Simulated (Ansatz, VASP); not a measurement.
**Co2Ge in two plane-wave programs**

One calculation is typed for both programs; each brings its own data sets. How far apart do they land? The cell is taken from a series of runs on this material, whose earlier steps may have relaxed, scaled, displaced or heated it; both programs get it as it stands.

Method: plane waves, with VASP 6.6.1 beside it; relaxation of cell and atoms at PBEsol, in Ansatz 0.2.0.

## (1) Set-up

It takes space group P6_3/mmc (No. 194, hexagonal). Conventional cell: a = 3.914 Å, b = 3.914 Å, c = 5.004 Å, α = 90.00°, β = 90.00°, γ = 120.00°. Nearest to Co lie 5 Ge at 2.26 to 2.50 Å and 6 Co at 2.58 Å. Nearest to Co lie 8 Co at 2.50 to 2.58 Å and 6 Ge at 2.58 Å. Ge has 11 Co at 2.26 to 2.58 Å nearest. Farther neighbours are not listed.

As a file:

```cif
data_structure
_symmetry_space_group_name_H-M 'P6_3/mmc'
_symmetry_Int_Tables_number 194
_cell_length_a 3.9140
_cell_length_b 3.9140
_cell_length_c 5.0040
_cell_angle_alpha 90.000
_cell_angle_beta 90.000
_cell_angle_gamma 120.000
_cell_volume 66.39
loop_
_atom_site_label
_atom_site_type_symbol
_atom_site_symmetry_multiplicity
_atom_site_Wyckoff_symbol
_atom_site_fract_x
_atom_site_fract_y
_atom_site_fract_z
_atom_site_occupancy
Co1 Co 2 d 0.66667 0.33333 0.25000 1
Co2 Co 2 a 0.00000 0.00000 0.50000 1
Ge1 Ge 2 c 0.33333 0.66667 0.25000 1
```

## (2) VASP: relaxation of cell and atoms, PBEsol

The relaxed volume is the usual yardstick between codes: in a stiff, nearly cubic crystal its relative difference is about their pressure difference at one cell divided by the bulk modulus.

Lines of VASP's logs that name or quote its potential files are left out, and so is its time.

INCAR

```
SYSTEM = Co2Ge
PREC = Accurate
ENCUT = 600
EDIFF = 1E-07
NELM = 200
ISMEAR = 0
SIGMA = 0.1
LREAL = .FALSE.
ALGO = Normal
GGA = PS
NBANDS = 42
ISPIN = 2
MAGMOM = -0 -0 -0 -0 0 0
LASPH = .TRUE.
LMAXMIX = 4
LORBIT = 11
LWAVE = .FALSE.
LCHARG = .FALSE.
ISIF = 3
IBRION = 2
NSW = 80
EDIFFG = -0.005
GGA_COMPAT = .FALSE.
NELMIN = 4
KPAR = 2
```

POSCAR

```
Co2Ge
1.0
    3.9140000000      0.0000000000      0.0000000000
   -1.9570000000      3.3896230000      0.0000000000
    0.0000000000      0.0000000000      5.0040000000
Co Ge
4 2
Direct
    0.6666666175      0.3333332350      0.2500000000
    0.0000000000      0.0000000000      0.5000000000
    0.0000000000      0.0000000000      0.0000000000
    0.3333333825      0.6666667650      0.7500000000
    0.3333333825      0.6666667650      0.2500000000
    0.6666666175      0.3333332350      0.7500000000
```

KPOINTS

```
Automatic mesh
0
Gamma
9 9 6
0 0 0
```

Potentials, in the order of the species: Co and Ge_d (PBE family, release 64).

Command:

```
mpirun -np 2 vasp_std
```

Numbers of over 12 decimals in the logs are rounded to 6 here.

The program printed:

```text
[banner, memory and clock lines left out]
running    2 mpi-ranks, on    1 nodes
 distrk:  each k-point on    1 cores,    2 groups
 distr:  one band on    1 cores,    1 groups

 POSCAR found type information on POSCAR CoGe
 POSCAR found :  2 types and       6 ions
|                                                                             |
|               ----> ADVICE to this user running VASP <----                  |
|                                                                             |
|     You enforced a specific xc type in the INCAR file but a different       |
|     [... a line on the potential file left out ...]
|     I HOPE YOU KNOW WHAT YOU ARE DOING!                                     |
|                                                                             |

 LDA part: xc-table for (Slater+PW92), standard interpolation
 POSCAR, INCAR and KPOINTS ok, starting setup
 FFT: planning ... GRIDC
 FFT: planning ... GRID_SOFT
 FFT: planning ... GRID
 WAVECAR not read
 entering main loop
       N       E                     dE             d eps       ncg     rms          rms(c)
DAV:   1     0.595937659815E+03    0.59594E+03   -0.29443E+04  9550   0.404E+03
DAV:   2     0.585181516766E+02   -0.53742E+03   -0.50592E+03  8064   0.741E+02
DAV:   3    -0.411190825794E+02   -0.99637E+02   -0.93172E+02  8074   0.232E+02
DAV:   4    -0.469585585148E+02   -0.58395E+01   -0.57802E+01  9138   0.661E+01
DAV:   5    -0.471009843548E+02   -0.14243E+00   -0.14232E+00 10098   0.994E+00    0.232E+01
DAV:   6    -0.511937890188E+02   -0.40928E+01   -0.61722E+01 10086   0.981E+01    0.321E+01
DAV:   7    -0.480814742622E+02    0.31123E+01   -0.36536E+01  8972   0.117E+02    0.265E+01
DAV:   8    -0.417670334713E+02    0.63144E+01   -0.11691E+01  9406   0.628E+01    0.498E+00
DAV:   9    -0.418750943408E+02   -0.10806E+00   -0.27570E+00  8722   0.181E+01    0.297E+00
DAV:  10    -0.418311274654E+02    0.43967E-01   -0.41030E-01  8924   0.923E+00    0.191E+00
DAV:  11    -0.418105982071E+02    0.20529E-01   -0.57905E-02 10488   0.450E+00    0.553E-01
DAV:  12    -0.418099080020E+02    0.69021E-03   -0.93438E-03  8690   0.120E+00    0.201E-01
DAV:  13    -0.418099875196E+02   -0.79518E-04   -0.21767E-03 11442   0.504E-01    0.175E-01
DAV:  14    -0.418097948563E+02    0.19266E-03   -0.77249E-04  8702   0.408E-01    0.574E-02
DAV:  15    -0.418097937296E+02    0.11267E-05   -0.49817E-05 10114   0.572E-02    0.391E-02
DAV:  16    -0.418097882833E+02    0.54464E-05   -0.40051E-06 12850   0.275E-02    0.197E-02
DAV:  17    -0.418097858224E+02    0.24609E-05   -0.31963E-06 10832   0.276E-02    0.563E-03
DAV:  18    -0.418097858500E+02   -0.27610E-07   -0.59945E-07  7410   0.640E-03
   1 F= -.41809786E+02 E0= -.41793632E+02  d E =-.418098E+02  mag=    -0.0006
[...]
2 F= -.41830475E+02 E0= -.41814433E+02  d E =-.206890E-01  mag=    -0.0002
[...]
3 F= -.41833210E+02 E0= -.41817169E+02  d E =-.234239E-01  mag=    -0.0001
[...]
4 F= -.41834386E+02 E0= -.41818662E+02  d E =-.117630E-02  mag=    -0.0000
 trial-energy change:   -0.001176  1 .order   -0.001023   -0.010163    0.008117
 step:   0.5390(harm=  0.5272)  dis= 0.00000  next Energy=   -41.836126 (dE=-0.292E-02)
 bond charge predicted
       N       E                     dE             d eps       ncg     rms          rms(c)
DAV:   1    -0.418608134848E+02   -0.26427E-01   -0.38794E-01  8932   0.750E+00    0.117E+00
DAV:   2    -0.418492603408E+02    0.11553E-01   -0.11997E-01  8936   0.452E+00    0.763E-01
DAV:   3    -0.418516820267E+02   -0.24217E-02   -0.50677E-02  9102   0.413E+00    0.153E+00
DAV:   4    -0.418386145887E+02    0.13067E-01   -0.28449E-02  9072   0.349E+00    0.396E-01
DAV:   5    -0.418362414395E+02    0.23731E-02   -0.37930E-03 10434   0.898E-01    0.934E-02
DAV:   6    -0.418361495567E+02    0.91883E-04   -0.67192E-04  8824   0.290E-01    0.413E-02
DAV:   7    -0.418361487026E+02    0.85414E-06   -0.12357E-04  8340   0.136E-01    0.231E-02
DAV:   8    -0.418361431639E+02    0.55386E-05   -0.24534E-05  9180   0.605E-02    0.560E-03
DAV:   9    -0.418361433617E+02   -0.19782E-06   -0.12743E-06  9902   0.127E-02    0.208E-03
DAV:  10    -0.418361434006E+02   -0.38901E-07   -0.12011E-07  5032   0.489E-03
   5 F= -.41836143E+02 E0= -.41820288E+02  d E =-.293367E-02  mag=    -0.0000
 curvature:  -0.31 expect dE=-0.343E-05 dE for cont linesearch -0.168E-07
 trial: gam=-0.00913 g(F)=  0.135E-40 g(S)=  0.111E-04 ort =-0.261E-04 (trialstep = 0.866E+00)
 search vector abs. value=  0.127E-04
 reached required accuracy - stopping structural energy minimisation
```

OUTCAR, selected parts (step 2):

```text
ion  position               nearest neighbor table
   1  0.667  0.333  0.250-   5 2.26   5 2.26   5 2.26   6 2.50   6 2.50   2 2.58   3 2.58   2 2.58
                             3 2.58   2 2.58   3 2.58
   2  0.000  0.000  0.500-   3 2.50   3 2.50   1 2.58   1 2.58   4 2.58   5 2.58   6 2.58   6 2.58
                             4 2.58   5 2.58   1 2.58   6 2.58   4 2.58   5 2.58
   3  0.000  0.000  0.000-   2 2.50   2 2.50   1 2.58   1 2.58   4 2.58   5 2.58   6 2.58   6 2.58
                             4 2.58   5 2.58   1 2.58   6 2.58   4 2.58   5 2.58
   4  0.333  0.667  0.750-   6 2.26   6 2.26   6 2.26   5 2.50   5 2.50   3 2.58   2 2.58   2 2.58
                             3 2.58   3 2.58   2 2.58
   5  0.333  0.667  0.250-   1 2.26   1 2.26   1 2.26   4 2.50   4 2.50   3 2.58   2 2.58   3 2.58
                             2 2.58   3 2.58   2 2.58
   6  0.667  0.333  0.750-   4 2.26   4 2.26   4 2.26   1 2.50   1 2.50   3 2.58   2 2.58   2 2.58
                             3 2.58   2 2.58   3 2.58

  LATTYP: Found a hexagonal cell.
 ALAT       =     3.9140000000
 C/A-ratio  =     1.2784874808

 Subroutine GETGRP returns: Found 24 space group operations
 (whereof 12 operations were pure point group operations)

The static configuration has the point symmetry D_3d.
 The point group associated with its full space group is D_6h.

 Found     48 irreducible k-points:

   k-points           NKPTS =     48   k-points in BZ     NKDIM =     48   number of bands    NBANDS=     42

   dimension x,y,z NGX =    32 NGY =   32 NGZ =   40
   dimension x,y,z NGXF=    64 NGYF=   64 NGZF=   80

   ENCUT  =  600.0 eV  44.10 Ry    6.64 a.u.   7.82  7.82  9.99*2*pi/ulx,y,z

   NELECT =      64.0000    total number of electrons

 k-points in reciprocal lattice and weights: Automatic mesh
   0.00000000  0.00000000  0.00000000       0.002
   0.11111111  0.00000000  0.00000000       0.012
   0.22222222  0.00000000  0.00000000       0.012
   0.33333333  0.00000000  0.00000000       0.012
   0.44444444  0.00000000  0.00000000       0.012
   0.11111111  0.11111111  0.00000000       0.012
   0.22222222  0.11111111  0.00000000       0.025
   0.33333333  0.11111111  0.00000000       0.025
   0.44444444  0.11111111  0.00000000       0.012
[...]
0.33333333  0.22222222  0.50000000       0.025
   0.33333333  0.33333333  0.50000000       0.004

 average (electrostatic) potential at core
       1 -77.1425       2 -77.0927       3 -77.0927       4 -77.1425       5 -67.9066
       6 -67.9066

 E-fermi :  10.8281

 spin component 1
 k-point     1 :       0.0000    0.0000    0.0000
  band No.  band energies     occupation
    ...
     26      10.3583      1.00000
     27      10.3583      1.00000
     28      10.4426      1.00000
     29      10.4426      1.00000
     30      10.6826      0.98023
     31      11.1336      0.00001
     32      11.1336      0.00001
     33      11.8545      0.00000
     34      13.8475      0.00000
     35      14.4057      0.00000
    ...

 k-point     2 :       0.1111    0.0000    0.0000
  band No.  band energies     occupation
    ...
     26      10.3331      1.00000
     27      10.3354      1.00000
     28      10.3404      1.00000
     29      10.3603      1.00000
     30      10.7309      0.91548
     31      11.0651      0.00040
     32      11.1123      0.00003
     33      11.7894      0.00000
     34      12.8914      0.00000
     35      13.2544      0.00000
    ...

 k-point     3 :       0.2222    0.0000    0.0000
  band No.  band energies     occupation
    ...
     26      10.0480      1.00000
     27      10.2132      1.00000
     28      10.2581      1.00000
     29      10.3413      1.00000
     30      10.7020      0.96282
     31      10.9080      0.12939
     32      11.0739      0.00026
     33      11.5893      0.00000
     34      11.6290      0.00000
     35      12.0322      0.00000
    ...

 k-point     4 :       0.3333    0.0000    0.0000
  band No.  band energies     occupation
    ...
     28      10.1918      1.00000
     29      10.2848      1.00000
     30      10.5105      1.00000
     31      10.7885      0.71262
     32      10.7955      0.67787
     33      11.0554      0.00065
     34      11.0568      0.00061
     35      11.4050      0.00000
     36      13.0664      0.00000
     37      13.8100      0.00000
    ...

 k-point     5 :       0.4444    0.0000    0.0000
  band No.  band energies     occupation
    ...
     29      10.2580      1.00000
     30      10.2980      1.00000
     31      10.4510      1.00000
     32      10.5310      0.99999
     33      10.7018      0.96304
     34      11.0582      0.00057
     35      11.2017      0.00000
     36      12.6593      0.00000
     37      13.5568      0.00000
     38      15.0592      0.00000
    ...

 k-point     6 :       0.1111    0.1111    0.0000
  band No.  band energies     occupation
    ...
     26      10.1665      1.00000
     27      10.2332      1.00000
     28      10.2976      1.00000
     29      10.3390      1.00000
     30      10.7250      0.92768
     31      10.9439      0.05076
     32      11.0829      0.00016
     33      11.6919      0.00000
     34      12.0705      0.00000
     35      12.0833      0.00000
    ...

  Total       -0.0251785     -0.0251785      0.0108173      0.0000000      0.0000000      0.0000000
  in kB       -0.6060727     -0.6060725      0.2603846      0.0000000      0.0000000      0.0000000
  external PRESSURE =      -0.3172535 kB  Pullay stress =       0.0000000 kB

  energy-cutoff  :      600.00
  volume of cell :       66.56
      direct lattice vectors                 reciprocal lattice vectors
     3.948601728  0.000000000  0.000000000     0.253254207  0.146216404 -0.000000000
    -1.974300864  3.419588964  0.000000000     0.000000000  0.292432807 -0.000000000
     0.000000000  0.000000000  4.929445062    -0.000000000 -0.000000000  0.202862591

 POSITION                                       TOTAL-FORCE (eV/Angst)
 -----------------------------------------------------------------------------------
      1.97430      1.13986      1.23236         0.000000      0.000000      0.000000
     -1.97430      3.41959      2.46472        -0.000000     -0.000000      0.000000
     -1.97430      3.41959      0.00000        -0.000000      0.000000      0.000000
      0.00000      2.27973      3.69708        -0.000000      0.000000     -0.000000
      0.00000      2.27973      1.23236         0.000000     -0.000000     -0.000000
      1.97430      1.13986      3.69708        -0.000000      0.000000      0.000000
 -----------------------------------------------------------------------------------
    total drift:                               -0.000000      0.000005      0.000000

  FREE ENERGIE OF THE ION-ELECTRON SYSTEM (eV)
  ---------------------------------------------------
  free  energy   TOTEN  =       -41.8361434006 eV

  energy  without entropy=      -41.8044332668  energy(sigma->0) =      -41.82028833

 reached required accuracy - stopping structural energy minimisation

 total charge
# of ion       s       p       d       tot
------------------------------------------
    1        0.456   0.553   7.561   8.570
    2        0.401   0.506   7.426   8.333
    3        0.401   0.506   7.426   8.333
    4        0.456   0.553   7.561   8.570
    5        1.090   1.334  10.160  12.584
    6        1.090   1.334  10.160  12.584
--------------------------------------------------
tot          3.894   4.785  50.294  58.974

 magnetization (x)
# of ion       s       p       d       tot
------------------------------------------
    1       -0.000  -0.000  -0.000  -0.000
    2        0.000   0.000  -0.000  -0.000
    3        0.000   0.000  -0.000  -0.000
    4       -0.000  -0.000  -0.000  -0.000
    5        0.000   0.000   0.000   0.000
    6        0.000   0.000   0.000   0.000
--------------------------------------------------
tot          0.000   0.000  -0.000  -0.000

[... 5 further parts left out ...]
```

This run allows spin, but its moments start at zero, where symmetry between the spins tends to hold them, although Co can carry a moment.

[end of part 1 of 2]

[Lines on the potential files, build, host, timing and source positions are cut from VASP's logs without a mark.]

[Logs are printed without paths, hosts, clocks, repeated set-up lines and the standing remarks that a program may print on its own settings, such as how far it seeks lower states.]

[Hosts, paths, dates, database ids (printed as entryN), source tags and the programs' standing remarks are cut or masked in the printed files.]
